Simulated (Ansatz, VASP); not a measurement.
# GaSb: VASP beside Ansatz

Aim: how closely do two programs agree when they are given the same cell, functional and k mesh?

Calculated with Ansatz 0.2.0; plane waves, with VASP 6.6.1 beside it; single point at PBEsol.

The database entry behind the starting cell differs from later determinations by our own check (about 0.4 % long), so it need not match the best structure at ambient conditions.

### 1. The structure

Symmetry: F-43m, No. 216, cubic system. Conventional cell: a = 6.118 Å, b = 6.118 Å, c = 6.118 Å, α = 90.00°, β = 90.00°, γ = 90.00°. Sb has 4 Ga at 2.65 Å nearest. Ga has 4 Sb at 2.65 Å nearest. Farther neighbours are not listed.

### 2. VASP: single point, PBEsol

A single point gives forces, pressure and levels at one fixed geometry, so differences don't come from the geometry; what else differs is listed under the comparison.

Lines of VASP's logs that name or quote its potential files are left out, and so is its time.

The input, INCAR:

```
SYSTEM = GaSb
PREC = Accurate
ENCUT = 400
EDIFF = 1E-07
NELM = 100
ISMEAR = 0
SIGMA = 0.01
LREAL = .FALSE.
ALGO = Normal
GGA = PS
NBANDS = 15
LORBIT = 11
LWAVE = .FALSE.
LCHARG = .FALSE.
KPAR = 2
```

The input, POSCAR:

```
GaSb
1.0
    0.0000000000      3.0590000000      3.0590000000
    3.0590000000      0.0000000000      3.0590000000
    3.0590000000      3.0590000000      0.0000000000
Sb Ga
1 1
Direct
    0.7500000000      0.7500000000      0.7500000000
    0.0000000000      0.0000000000      0.0000000000
```

The input, KPOINTS:

```
Automatic mesh
0
Gamma
7 7 7
0 0 0
```

PAW data sets: Sb and Ga_d (PBE family, release 64).

Command:

```console
$ mpirun -np 2 vasp_std
```

Numbers of over 12 decimals in the logs are rounded to 6 here.

The program printed:

```text
[banner, memory and clock lines left out]
running    2 mpi-ranks, on    1 nodes
 distrk:  each k-point on    1 cores,    2 groups
 distr:  one band on    1 cores,    1 groups

 POSCAR found type information on POSCAR SbGa
 POSCAR found :  2 types and       2 ions
|                                                                             |
|               ----> ADVICE to this user running VASP <----                  |
|                                                                             |
|     You enforced a specific xc type in the INCAR file but a different       |
|     [... a line on the potential file left out ...]
|     I HOPE YOU KNOW WHAT YOU ARE DOING!                                     |
|                                                                             |

 LDA part: xc-table for (Slater+PW92), standard interpolation
 POSCAR, INCAR and KPOINTS ok, starting setup
 FFT: planning ... GRIDC
 FFT: planning ... GRID_SOFT
 FFT: planning ... GRID
 WAVECAR not read
 entering main loop
       N       E                     dE             d eps       ncg     rms          rms(c)
DAV:   1     0.709891157182E+02    0.70989E+02   -0.76028E+03   616   0.129E+03
DAV:   2    -0.289305998172E+01   -0.73882E+02   -0.71330E+02   684   0.268E+02
DAV:   3    -0.814768878993E+01   -0.52546E+01   -0.52448E+01   712   0.619E+01
DAV:   4    -0.823752297832E+01   -0.89834E-01   -0.89820E-01   754   0.907E+00
DAV:   5    -0.823982408639E+01   -0.23011E-02   -0.23011E-02   766   0.128E+00    0.314E+00
DAV:   6    -0.816406671036E+01    0.75757E-01   -0.88966E-02   796   0.521E+00    0.185E+00
DAV:   7    -0.813790941431E+01    0.26157E-01   -0.45579E-02   733   0.196E+00    0.369E-01
DAV:   8    -0.813789984928E+01    0.95650E-05   -0.51323E-03   807   0.907E-01    0.102E-01
DAV:   9    -0.813819604114E+01   -0.29619E-03   -0.48052E-04   677   0.203E-01    0.388E-02
DAV:  10    -0.813818950860E+01    0.65325E-05   -0.24598E-05   823   0.537E-02    0.883E-03
DAV:  11    -0.813820013055E+01   -0.10622E-04   -0.12917E-05   677   0.242E-02    0.649E-03
DAV:  12    -0.813820017382E+01   -0.43272E-07   -0.44673E-07   768   0.658E-03
   1 F= -.81382002E+01 E0= -.81381768E+01  d E =-.467358E-04
```

OUTCAR, selected parts (step 2):

```text
ion  position               nearest neighbor table
   1  0.750  0.750  0.750-   2 2.65   2 2.65   2 2.65   2 2.65
   2  0.000  0.000  0.000-   1 2.65   1 2.65   1 2.65   1 2.65

  LATTYP: Found a face centered cubic cell.
 ALAT       =     6.1180000000

 Subroutine GETGRP returns: Found 24 space group operations
 (whereof 24 operations were pure point group operations)

The static configuration has the point symmetry T_d .

 Found     20 irreducible k-points:

   k-points           NKPTS =     20   k-points in BZ     NKDIM =     20   number of bands    NBANDS=     15

   dimension x,y,z NGX =    28 NGY =   28 NGZ =   28
   dimension x,y,z NGXF=    56 NGYF=   56 NGZF=   56

   ENCUT  =  400.0 eV  29.40 Ry    5.42 a.u.   7.05  7.05  7.05*2*pi/ulx,y,z

   NELECT =      18.0000    total number of electrons

 k-points in reciprocal lattice and weights: Automatic mesh
   0.00000000  0.00000000  0.00000000       0.003
   0.14285714  0.00000000  0.00000000       0.023
   0.28571429  0.00000000  0.00000000       0.023
   0.42857143  0.00000000  0.00000000       0.023
   0.14285714  0.14285714  0.00000000       0.017
   0.28571429  0.14285714  0.00000000       0.070
   0.42857143  0.14285714  0.00000000       0.070
  -0.42857143  0.14285714  0.00000000       0.070
  -0.28571429  0.14285714  0.00000000       0.070
[...]
-0.42857143  0.42857143  0.14285714       0.070
  -0.28571429  0.42857143  0.14285714       0.070

 average (electrostatic) potential at core
       1 -87.4826       2 -65.5432

 E-fermi :   4.7377

 k-point     1 :       0.0000    0.0000    0.0000
  band No.  band energies     occupation
    ...
      6      -6.7700      2.00000
      7       4.7234      1.95609
      8       4.7345      1.34822
      9       4.7345      1.34785
     10       4.7345      1.34785
     11       7.4889      0.00000
     12       7.4889      0.00000
     13       7.4889      0.00000
     14      10.3598      0.00000
     15      13.3327      0.00000

 k-point     2 :       0.1429    0.0000    0.0000
  band No.  band energies     occupation
    ...
      5     -10.2135      2.00000
      6      -6.5612      2.00000
      7       2.4047      2.00000
      8       4.4164      2.00000
      9       4.4164      2.00000
     10       5.7326      0.00000
     11       7.9200      0.00000
     12       7.9201      0.00000
     13       8.3253      0.00000
     14      11.4075      0.00000
    ...

 k-point     3 :       0.2857    0.0000    0.0000
  band No.  band energies     occupation
    ...
      5     -10.2137      2.00000
      6      -5.9794      2.00000
      7       0.1632      2.00000
      8       3.9148      2.00000
      9       3.9148      2.00000
     10       5.3906      0.00000
     11       8.4268      0.00000
     12       8.4268      0.00000
     13      10.4305      0.00000
     14      11.6740      0.00000
    ...

  Total       -0.0646063     -0.0646063     -0.0646063      0.0000000      0.0000000      0.0000000
  in kB       -1.8080772     -1.8080772     -1.8080772      0.0000000      0.0000000      0.0000000
  external PRESSURE =      -1.8080772 kB  Pullay stress =       0.0000000 kB

  energy-cutoff  :      400.00
  volume of cell :       57.25
      direct lattice vectors                 reciprocal lattice vectors
     0.000000000  3.059000000  3.059000000    -0.163452109  0.163452109  0.163452109
     3.059000000  0.000000000  3.059000000     0.163452109 -0.163452109  0.163452109
     3.059000000  3.059000000  0.000000000     0.163452109  0.163452109 -0.163452109

 POSITION                                       TOTAL-FORCE (eV/Angst)
 -----------------------------------------------------------------------------------
      4.58850      4.58850      4.58850        -0.000000      0.000000      0.000000
      0.00000      0.00000      0.00000         0.000000     -0.000000     -0.000000
 -----------------------------------------------------------------------------------
    total drift:                               -0.000001     -0.000001     -0.000001

  FREE ENERGIE OF THE ION-ELECTRON SYSTEM (eV)
  ---------------------------------------------------
  free  energy   TOTEN  =        -8.1382001738 eV

  energy  without entropy=       -8.1381534381  energy(sigma->0) =       -8.13817681

 total charge
# of ion       s       p       d       tot
------------------------------------------
    1        1.131   1.337   0.027   2.495
    2        0.909   0.766   9.963  11.638
--------------------------------------------------
tot          2.040   2.103   9.990  14.133

[... 3 further parts left out ...]
```

The run ends at a pressure of -0.18 GPa.

### 3. Ansatz: single point, PBEsol

Ansatz runs on its default PAW (the set named soft_2) files.

The same cell, functional, mesh and smearing now go to Ansatz, which takes its cutoff from its data sets.

The input, input.yaml:

```yaml
crystal:
  lattice:
    - [0.0, 3.059, 3.059]
    - [3.059, 0.0, 3.059]
    - [3.059, 3.059, 0.0]
  atoms:
    - { symbol: Sb, position: [0.75, 0.75, 0.75] }
    - { symbol: Ga, position: [0.0, 0.0, 0.0] }
hamiltonian:
  xc: pbesol
  pseudopotentials: { kind: paw }
kpoints:
  mp_grid: { grid: [7, 7, 7] }
scf:
  occupations: { method: gaussian, width: 0.01 }
  n_extra_bands: 4
output:
  forces: true
  stress: true
  eigenvalues: true
```

Command:

```console
$ ansatz run input.yaml --threads 2 --pin off --max-ram 4608MiB --backend cpu --events-out ev --progress --plain --runs-dir out
```

The program printed:

```text
scf.n_extra_bands = 4 over 14 filled bands (N_el = 28.0): the run solves 18 bands
Engine: ansatz 0.2.0, aarch64-unknown-linux-gnu
Pseudopotentials: kind: paw
Pseudopotential: Sb, paw, valence charge 15, recommended cutoff 420 eV (normal), Sb.paw.azcp
Pseudopotential: Ga, paw, valence charge 13, recommended cutoff 420 eV (normal), Ga.paw.azcp
Functional definition: PBEsol
  exchange = pbesol_x
  correlation = pbesol_c
Crystal: 2 atoms, lattice volume = 57.249 Å³
Basis set: ecut = 420 eV, 1139 PW (Γ), exchange–correlation on 60×60×60 points (8 copies of the dense FFT grid, shifted against one another)
Bands: 18, of which v1, the nominal top of the filled ones, is band 14 counted from 1 (13 counted from 0)
Symmetry: 24 space group operations
Space group: F-43m (ITA 216), of the structure as read, at distance tolerance 3.9e-5 Å
k-points: 20 of 343 (time reversal used)
Non-local potential: Sb, projectors of the file, l = 0: 2, l = 1: 2, l = 2: 2, l = 3: 2
Non-local potential: Ga, projectors of the file, l = 0: 2, l = 1: 2, l = 2: 3, l = 3: 1
PAW form: soft (Blöchl's): semilocal exchange-correlation on the pseudo side does not see the compensation charge
PAW frozen core: Sb, regenerated for the run's functional, and the local potential with it (the file was generated under x = pbe(κ = 0.804, μ = 0.219515), c = pbe(β = 0.066725))
PAW frozen core: Ga, regenerated for the run's functional, and the local potential with it (the file was generated under x = pbe(κ = 0.804, μ = 0.219515), c = pbe(β = 0.066725))
PAW one-centre angular grid: Sb, 590 points (default); XC on 64 Gauss nodes
PAW one-centre angular grid: Ga, 590 points (default); XC on 64 Gauss nodes
Initial density: superposition of atomic densities (neutral atoms: chi_scale 0, normalization atom), corrected by the library's trained network
Initial wavefunctions: pseudopotential atomic-orbital guess
Functional: x = pbesol(κ = 0.804, μ = 0.123457), c = pbesol(β = 0.046)
SCF iter   1: F=—  HF=-10151.521863 eV  |F-HF|=—  |Δ(HF+E_count)|=         —  Δρ=2.43e-3  dr2=4.39e-3  ethr=1.77e-3  ⟨swp⟩=6.1  Hψ=1855  notcnv=0
preconditioner: auto → none  [insulator: Δε(μ)=0.374 eV  Ē_g=14.499 eV  σ=0.010 eV  W_gap=0.67  n_scr=14 (ndim 8)  ℏωp=20.8 eV  f_vac=0.091  D(μ)=0.90/eV (n_scr^D=0)  ε∞_Penn≈3.1]
SCF iter   2: F=—  HF=-10151.519035 eV  |F-HF|=—  |Δ(HF+E_count)|=   2.83e-3  Δρ=1.12e-3  dr2=5.32e-4  ethr=1.57e-5  ⟨swp⟩=3.0  Hψ=822  notcnv=0
SCF iter   3: F=—  HF=-10151.519189 eV  |F-HF|=—  |Δ(HF+E_count)|=   1.53e-4  Δρ=2.85e-4  dr2=4.09e-5  ethr=1.90e-6  ⟨swp⟩=2.0  Hψ=720  notcnv=0
SCF iter   4: F=—  HF=-10151.519185 eV  |F-HF|=—  |Δ(HF+E_count)|=   4.27e-6  Δρ=1.73e-4  dr2=1.13e-5  ethr=1.46e-7  ⟨swp⟩=3.0  Hψ=646  notcnv=0
SCF iter   5: F=—  HF=-10151.519183 eV  |F-HF|=—  |Δ(HF+E_count)|=   1.44e-6  Δρ=3.56e-5  dr2=6.95e-7  ethr=4.04e-8  ⟨swp⟩=2.0  Hψ=541  notcnv=0
SCF iter   6: F=-10151.519183 eV  HF=-10151.519183 eV  |F-HF|=4.46e-10  |Δ(HF+E_count)|=   3.30e-7  Δρ=7.22e-6  dr2=2.76e-8  ethr=3.57e-10  ⟨swp⟩=6.1  Hψ=1715  notcnv=0
SCF 1 converged in 6 iterations: F = -10151.519183 eV  dr2 = 2.76e-8
  greatest PAW one-centre occupation: 0.996 electrons in one spin orbital (limit 2), on the Sb atom at site 0 (counted from 0), in its partial waves of l = 2
SCF converged after 6 iterations
Free energy (F): -10151.519183 eV
Harris-Foulkes:  -10151.519183 eV  (|F-HF|=4.46e-10)
Internal energy: -10151.519138 eV  (E = F + TS)
E sigma→0 (E₀):  -10151.519161 eV
Entropy (-TS):   -0.000045 eV (-0.023 meV/atom)
Fermi energy:    7.570606 eV
--- Per-component energies (eV) ---
  E_band       = -264.422238
  E_kinetic    = 323.590559
  E_local      = -3916.940834  (includes V_loc(G=0)·N_el)
  E_nonlocal   = 790.207799
  E_hartree    = 1799.808545
  E_xc         = -205.795130
  E_vxc        = -154.476679  (∫ρ·V_xc dr)
  E_paw        = -6449.665675  (= ΣΔE_a)
  E_vpaw       = -906.410811  (= ΣTr[D̂ρ^β])
  E_aug_tail   = -0.000098  (compensation charges beyond the density's cutoff)
  E_ewald      = -2493.919138
  E_core_change = 1.194835  (= ΣΔE_core)
  E_smearing   = -0.000045  (= −TS)
  E_closure    = 0.000000  (closes the sum)
  Σ components = -10151.519183   (vs F -10151.519183, Δ=0.00e0)
--- Forces (eV/Å), atoms counted from 1 ---
  atom   1  Sb     0.00000000    -0.00000000    -0.00000000
  atom   2  Ga    -0.00000000     0.00000000    -0.00000000
  max |Σ_I F_I| component: 3.70e-17 eV/Å
--- Stress (GPa, compression-positive) ---
       -0.115168      -0.000000      -0.000000
       -0.000000      -0.115168       0.000000
       -0.000000       0.000000      -0.115168
  P = ⅓ Tr σ = -0.1152 GPa (-1.152 kbar)
--- Band table (eV; the first three rows and the last of 20) ---
  k-point 0: bands = [... 10 lower, -3.9367, 7.5454, 7.5676, 7.5676, 7.5676, 10.3350, 10.3350, 10.3350]
  k-point 1: bands = [... 10 lower, -3.7280, 5.2388, 7.2513, 7.2513, 8.5649, 10.7656, 10.7656, 11.1637]
  k-point 2: bands = [... 10 lower, -3.1472, 3.0040, 6.7517, 6.7517, 8.2260, 11.2740, 11.2740, 13.2676]
  k-point 19: bands = [... 10 lower, -1.5407, 0.9725, 3.9743, 4.9078, 10.1342, 12.0097, 12.6344, 12.8515]
```

It took 1.3 s on 2 threads of Arm Neoverse V1, shared host; peak memory 0.36 GiB; 2.4 s of CPU time.

The run ends at a pressure of -0.12 GPa.

### 4. Differences

Known differences besides the PAW data sets themselves: the data sets hold 28 valence electrons in Ansatz (default PAW (the set named soft_2) files) and 18 in VASP; the cutoff is 420 eV in Ansatz and 400 eV in VASP; Ansatz makes its cores anew for this functional, VASP keeps those of its PBE data sets; VASP leaves aspherical gradient terms in its spheres out (LASPH is not set), Ansatz keeps them. Total energies have different zeros and are not compared.

Both answers:

```
      quantity  Ansatz   VASP  difference
pressure (GPa)   -0.12  -0.18       +0.07
```

Ansatz's pressure holds a Pulay correction of 0.03 GPa; VASP's holds none.

### 5. Outcome

```json
{
  "difference in pressure (single point, PBEsol)": "0.066 GPa"
}
```

What this shows: The difference in pressure is 0.066 GPa (single point, PBEsol), within the 1 GPa picked in this series as the mark of a large difference. How closely two codes agree says nothing of how well the functional describes the real material.

[Lines on the potential files, build, host, timing and source positions are cut from VASP's logs without a mark.]

[Logs are printed without paths, hosts, clocks, repeated set-up lines and the standing remarks that a program may print on its own settings, such as how far it seeks lower states.]

[Hosts, paths, dates, database ids (printed as entryN), source tags and the programs' standing remarks are cut or masked in the printed files.]
